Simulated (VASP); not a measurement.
# Te (Pmc2_1) in VASP: single point with r2SCAN+rVV10

Aim: the single point of Te with r2SCAN+rVV10.

Program: VASP 6.6.1. These are calculated values, not measurements. Logs are shortened: lines on timing, memory, paths and dates and some standing lists are left out, and cuts for length are marked.

### Step 1. The structure

It takes space group Pmc2_1 (No. 26, orthorhombic). The conventional cell has a = 3.131 Å, b = 4.743 Å, c = 8.986 Å, α = 90.00°, β = 90.00°, γ = 90.00°. Te (site symmetry m) is surrounded by 6 Te at 3.06 to 3.46 Å. Te (site symmetry m) is surrounded by 6 Te at 3.06 to 3.46 Å.

This isn't the form of Te at room conditions, which is trigonal, of chains.

### Step 2. Single point, r2SCAN+rVV10

POSCAR

```
Te
1.0
    3.1307690000      0.0000000000      0.0000000000
    0.0000000000      4.7429080000      0.0000000000
    0.0000000000      0.0000000000      8.9856130000
Te
4
Direct
    0.5000000000      0.5452710000      0.7608140000
    0.5000000000      0.4547290000      0.2608140000
    0.5000000000      0.9874680000      0.0091860000
    0.5000000000      0.0125320000      0.5091860000
```

INCAR.step1

```
  PREC = Accurate
  ENCUT = 520
  ISMEAR = 0
  SIGMA = 0.1
  LREAL = False
  LASPH = True
  NELM = 100
  NBANDS = 20
  GGA = PE
  ALGO = Normal
  EDIFF = 1E-4
  LWAVE = True
  LCHARG = False
```

INCAR.step2

```
  PREC = Accurate
  ENCUT = 520
  EDIFF = 1E-6
  ISMEAR = 0
  SIGMA = 0.1
  LREAL = False
  LASPH = True
  NELM = 100
  ALGO = Normal
  ISIF = 2
  LWAVE = False
  LCHARG = False
  METAGGA = R2SCAN
  LMIXTAU = True
  LUSE_VDW = True
  IVDW_NL = 2
  BPARAM = 11.95
  CPARAM = 0.0093
  NBANDS = 20
  ISTART = 1
```

KPOINTS

```
regular mesh
0
Gamma
  6 4 2
```

Potentials or basis: VASP PAW PBE potentials, release 64 (Te).

Command:

```bash
cat potpaw_PBE.64/Te/POTCAR > POTCAR
cp INCAR.step1 INCAR
mpirun -np 1 vasp_std > vasp.out
cp INCAR.step2 INCAR
mpirun -np 1 vasp_std > vasp.out
```

OUTCAR:

```text
PREC = Accurate
   ENCUT = 520
   EDIFF = 1E-6
   ISMEAR = 0
   LREAL = False
   LASPH = True
   NELM = 100
   ISIF = 2
   METAGGA = R2SCAN
   IVDW_NL = 2
   BPARAM = 11.95
   ISTART = 1

 ion  position               nearest neighbor table
   1  0.500  0.545  0.761-   3 3.06   4 3.17   4 3.39   3 3.46
   2  0.500  0.455  0.261-   4 3.06   3 3.17   3 3.39   4 3.46
   3  0.500  0.987  0.009-   1 3.06   2 3.17   2 3.39   1 3.46
   4  0.500  0.013  0.509-   2 3.06   1 3.17   1 3.39   2 3.46

  LATTYP: Found a simple orthorhombic cell.
 ALAT       =     3.1307690000
 B/A-ratio  =     1.5149338709
 C/A-ratio  =     2.8700977300

  Lattice vectors:

 A1 = (   3.1307690000,   0.0000000000,   0.0000000000)
 A2 = (   0.0000000000,   4.7429080000,   0.0000000000)
 A3 = (   0.0000000000,   0.0000000000,   8.9856130000)

Analysis of symmetry for initial positions (statically):
=====================================================================
 Subroutine PRICEL returns:
 Original cell was already a primitive cell.

 Routine SETGRP: Setting up the symmetry group for a
 simple orthorhombic supercell.

 Subroutine GETGRP returns: Found  4 space group operations
 (whereof  2 operations were pure point group operations)
 out of a pool of  8 trial point group operations.

The static configuration has the point symmetry C_1h.
 The point group associated with its full space group is C_2v.

Analysis of symmetry for dynamics (positions and initial velocities):
=====================================================================
 Subroutine PRICEL returns:
 Original cell was already a primitive cell.

 Routine SETGRP: Setting up the symmetry group for a
 simple orthorhombic supercell.

 Subroutine GETGRP returns: Found  4 space group operations
 (whereof  2 operations were pure point group operations)
 out of a pool of  8 trial point group operations.

The dynamic configuration has the point symmetry C_1h.
 The point group associated with its full space group is C_2v.

 Subroutine INISYM returns: Found  4 space group operations
 (whereof  2 operations are pure point group operations),
 and found     1 'primitive' translations

----------------------------------------------------------------------------------------

                                     Primitive cell

  volume of cell :     133.4269

  direct lattice vectors                    reciprocal lattice vectors
     3.130769000  0.000000000  0.000000000     0.319410343  0.000000000  0.000000000
     0.000000000  4.742908000  0.000000000     0.000000000  0.210841113  0.000000000
     0.000000000  0.000000000  8.985613000     0.000000000  0.000000000  0.111289013

  length of vectors
     3.130769000  4.742908000  8.985613000     0.319410343  0.210841113  0.111289013

  position of ions in fractional coordinates (direct lattice)
     0.500000000  0.545271000  0.760814000
     0.500000000  0.454729000  0.260814000
     0.500000000  0.987468000  0.009186000
     0.500000000  0.012532000  0.509186000

  ion indices of the primitive-cell ions
   primitive index   ion index
                 1           1
                 2           2
                 3           3
                 4           4

----------------------------------------------------------------------------------------

 KPOINTS: regular mesh

Automatic generation of k-mesh.
 Grid dimensions read from file:
 generate k-points for:    6    4    2

 Generating k-lattice:

  Cartesian coordinates                     Fractional coordinates (reciprocal lattice)
     0.053235057  0.000000000  0.000000000     0.166666667  0.000000000  0.000000000
     0.000000000  0.052710278  0.000000000     0.000000000  0.250000000  0.000000000
     0.000000000  0.000000000  0.055644506     0.000000000  0.000000000  0.500000000

  Length of vectors
     0.053235057  0.052710278  0.055644506

  Shift w.r.t. Gamma in fractional coordinates (k-lattice)
     0.000000000  0.000000000  0.000000000

 Subroutine IBZKPT returns following result:
 ===========================================

 Found     24 irreducible k-points:

 Following reciprocal coordinates:
            Coordinates               Weight
  0.000000  0.000000  0.000000      1.000000
  0.166667  0.000000  0.000000      2.000000
  0.333333  0.000000  0.000000      2.000000
  0.500000  0.000000  0.000000      1.000000
  0.000000  0.250000  0.000000      2.000000
  0.166667  0.250000  0.000000      4.000000
[... 16 lines left out ...]
  0.333333  0.500000  0.500000      2.000000
  0.500000  0.500000  0.500000      1.000000
   k-points           NKPTS =     24   k-points in BZ     NKDIM =     24   number of bands    NBANDS=     20
   number of dos      NEDOS =    301   number of ions     NIONS =      4
   total plane-waves  NPLWV =  60480
   dimension x,y,z NGX =    24 NGY =   36 NGZ =   70
   dimension x,y,z NGXF=    48 NGYF=   72 NGZF=  140
   ions per type =               4
   NGX,Y,Z   is equivalent  to a cutoff of  12.74, 12.62, 12.95 a.u.
   NGXF,Y,Z  is equivalent  to a cutoff of  25.49, 25.24, 25.90 a.u.
 SYSTEM =  unknown system
   PREC   = accura    normal or accurate (medium, high low for compatibility)
   ISTART =      1    job   : 0-new  1-cont  2-samecut
   ICHARG =      0    charge: 1-file 2-atom 10-const
   ISPIN  =      1    spin polarized calculation?
   LNONCOLLINEAR =      F non collinear calculations
   LSORBIT =      F    spin-orbit coupling
   LASPH  =      T    aspherical Exc in radial PAW
   ENCUT  =  520.0 eV  38.22 Ry    6.18 a.u.   5.82  8.82 16.71*2*pi/ulx,y,z
   NELM   =    100;   NELMIN=  2; NELMDL=  0     # of ELM steps
   EDIFF  = 0.1E-05   stopping-criterion for ELM
   LREAL  =      F    real-space projection
   EDIFFG = 0.1E-04   stopping-criterion for IOM
   NSW    =      0    number of steps for IOM
   IBRION =     -1    ionic relax: 0-MD 1-quasi-New 2-CG
   NFREE  =      0    steps in history (QN), initial steepest desc. (CG)
   ISIF   =      2    stress and relaxation
   ISYM   =      2    0-nonsym 1-usesym 2-fastsym
   POTIM  = 0.5000    time-step for ionic-motion
   TEBEG  =    0.0;   TEEND  =   0.0 temperature during run
   PSTRESS=    0.0 pullay stress
   NELECT =      24.0000    total number of electrons
   NUPDOWN=      -1.0000    fix difference up-down
   EMIN   =  10.00;   EMAX   =-10.00  energy-range for DOS
   EFERMI =   0.00;   METHOD = LEGACY
   ISMEAR =     0;   SIGMA  =   0.10  broadening in eV -4-tet -1-fermi 0-gaus
   EFERMI_NEDOS =   21; number of points for ismear=-14 and -15
   IALGO  =     38    algorithm
   IMIX   =      4    mixing-type and parameters
     AMIX     =   0.40;   BMIX     =  1.00
     AMIX_MAG =   1.60;   BMIX_MAG =  1.00
  volume/ion in A,a.u.               =      33.36       225.10
  Fermi-wavevector in a.u.,A,eV,Ry     =   0.924125  1.746343 11.619473  0.854007
  Thomas-Fermi vector in A             =   2.049837
   LORBIT       =      0    0 simple, 1 ext, 2 COOP (PROOUT), +10 PAW based schemes
   METAGGA = R2SCAN    functional components
   LHFCALC =     F    Hartree Fock is set to
   AEXX    =    0.0000 exact exchange contribution
   IVDW_NL    =     2    kernel type
   BPARAM     =11.9500
   IVDW    =     0    specifies the selected vdW correction
   LEPSILON=     F    determine dielectric tensor
   LRPA    =     F    only Hartree local field effects (RPA)
 non-spin polarized calculation
 Gauss-broadening in eV      SIGMA  =   0.10
  energy-cutoff  :      520.00
  volume of cell :      133.43
 maximum number of plane-waves:      3624
 NGX is ok and might be reduce to    24
   NGX = 11   NGY = 17   NGZ = 33

 number of electron      23.9999998 magnetization

 Free energy of the ion-electron system (eV)
  ---------------------------------------------------
  ext. energy  EPLUGINS =         0.00000000
  ---------------------------------------------------
  free energy    TOTEN  =      -100.50062802 eV

  energy without entropy =     -100.48847305  energy(sigma->0) =     -100.49455054

 E-fermi :   6.1270     XC(G=0):  -9.6862

 val. band max:        6.0847946293   @ k =   0.5000   0.2500   0.5000
 cond. band min:       6.1447975920   @ k =   0.1667   0.5000   0.0000
 fundamental gap:      0.0600029627
 Fermi energy:         6.1269918479

 k-point     1 :       0.0000    0.0000    0.0000
  band No.  band energies     occupation
      1      -8.0869      2.00000
      2      -6.7603      2.00000
      3      -6.6266      2.00000
      4      -4.7017      2.00000
      5       1.2897      2.00000
      6       1.4411      2.00000
[... 12 lines left out ...]
     19      12.2307      0.00000
     20      13.3899      0.00000

 k-point     2 :       0.1667    0.0000    0.0000
  band No.  band energies     occupation
      1      -7.7136      2.00000
      2      -6.3837      2.00000
      3      -6.2486      2.00000
      4      -4.3100      2.00000
      5       1.6231      2.00000
      6       1.7693      2.00000
[... 12 lines left out ...]
     19      12.7427      0.00000
     20      14.3975      0.00000

 k-point     3 :       0.3333    0.0000    0.0000
  band No.  band energies     occupation
      1      -6.7321      2.00000
      2      -5.3876      2.00000
      3      -5.2462      2.00000
      4      -3.2466      2.00000
      5       1.3806      2.00000
      6       2.3891      2.00000
[... 12 lines left out ...]
     19      12.2464      0.00000
     20      12.5278      0.00000

 k-point     4 :       0.5000    0.0000    0.0000
  band No.  band energies     occupation
      1      -5.9945      2.00000
      2      -4.6290      2.00000
      3      -4.4789      2.00000
      4      -2.3833      2.00000
      5      -0.2714      2.00000
      6       0.9305      2.00000
[... 429 lines left out ...]
 k-point    23 :       0.3333    0.5000    0.5000
  band No.  band energies     occupation
      1      -5.5866      2.00000
      2      -5.5866      2.00000
      3      -4.8374      2.00000
      4      -4.8374      2.00000
      5       1.9916      2.00000
      6       1.9916      2.00000
[... 12 lines left out ...]
     19      10.9222      0.00000
     20      10.9222      0.00000

 k-point    24 :       0.5000    0.5000    0.5000
  band No.  band energies     occupation
      1      -4.8334      2.00000
      2      -4.8334      2.00000
      3      -4.0488      2.00000
      4      -4.0488      2.00000
      5       0.7731      2.00000
      6       0.7731      2.00000
[... 12 lines left out ...]
     19       9.5446      0.00000
     20       9.5446      0.00000

------------------------ aborting loop because EDIFF is reached ----------------------------------------

  FORCE on cell =-STRESS in cart. coord.  units (eV):
  Direction    XX          YY          ZZ          XY          YZ          ZX
  --------------------------------------------------------------------------------------
  -------------------------------------------------------------------------------------
  Total        1.5167072     -2.3957993     -2.2651608      0.0000000      0.0000000      0.0000000
  in kB       18.2124717    -28.7685245    -27.1998301      0.0000000      0.0000000      0.0000000
  external PRESSURE =     -12.5852943 kB  Pullay stress =       0.0000000 kB

 VOLUME and BASIS-vectors are now :
 -----------------------------------------------------------------------------
  energy-cutoff  :      520.00
  volume of cell :      133.43
      direct lattice vectors                 reciprocal lattice vectors
     3.130769000  0.000000000  0.000000000     0.319410343  0.000000000  0.000000000
     0.000000000  4.742908000  0.000000000     0.000000000  0.210841113  0.000000000
     0.000000000  0.000000000  8.985613000     0.000000000  0.000000000  0.111289013

 POSITION                                       TOTAL-FORCE (eV/Angst)
 -----------------------------------------------------------------------------------
      1.56538      2.58617      6.83638         0.000000      0.354866      0.079436
      1.56538      2.15674      2.34357         0.000000     -0.354866      0.079436
      1.56538      4.68347      0.08254         0.000000     -0.113930     -0.079436
      1.56538      0.05944      4.57535         0.000000      0.113930     -0.079436
 -----------------------------------------------------------------------------------
    total drift:                               -0.000000      0.000000     -0.000073

  FREE ENERGIE OF THE ION-ELECTRON SYSTEM (eV)
  ---------------------------------------------------
  free  energy   TOTEN  =      -100.5006280187 eV

  energy  without entropy=     -100.4884730545  energy(sigma->0) =     -100.49455054
```

Wall time 3.3 min (1 thread of AMD EPYC 7R13 (Zen 3), shared host); peak memory 0.45 GiB.

Results:

```yaml
Free_energy: -100.5006 eV
Pressure: -1.3 GPa
Largest_force: 0.364 eV/Å
Band_gap_on_the_k_mesh: none (metal or under the smearing width)
```

Forces in eV/Å, atoms in the order of the input:
```
Te   0.000  0.355  0.079
Te   0.000 -0.355  0.079
Te   0.000 -0.114 -0.079
Te   0.000  0.114 -0.079
```

Levels at points of the mesh, in eV from the Fermi level:
| k point | band 9 | band 10 | band 11 | band 12 | band 13 | band 14 | band 15 | band 16 |
| --- | --- | --- | --- | --- | --- | --- | --- | --- |
| (0.00, 0.00, 0.00) | -2.78 | -2.72 | 0.85 | 1.03 | 1.77 | 2.49 | 2.90 | 3.00 |
| (0.50, 0.00, 0.00) | -3.14 | -3.05 | -1.19 | -0.98 | -0.91 | -0.81 | 2.51 | 2.72 |
| (0.00, 0.50, 0.00) | -2.49 | -2.49 | 2.12 | 2.17 | 2.61 | 2.84 | 3.13 | 3.40 |
| (0.50, 0.50, 0.00) | -4.39 | -4.29 | -0.95 | -0.92 | -0.56 | -0.54 | 2.44 | 2.44 |
| (0.00, 0.00, 0.50) | -1.30 | -1.30 | -0.21 | -0.21 | 2.09 | 2.09 | 3.92 | 3.92 |
| (0.50, 0.00, 0.50) | -2.96 | -2.96 | -1.88 | -1.88 | 0.46 | 0.46 | 1.66 | 1.66 |
| (0.00, 0.50, 0.50) | 0.11 | 0.11 | 0.85 | 0.85 | 2.71 | 2.71 | 3.28 | 3.28 |
| (0.50, 0.50, 0.50) | -3.53 | -3.53 | -3.03 | -3.03 | 1.83 | 1.83 | 2.62 | 2.62 |

Caveat: the PAW data sets were made with another functional, which shifts forces and pressure a little. Spin-orbit coupling is left out, which matters for the levels of Te.
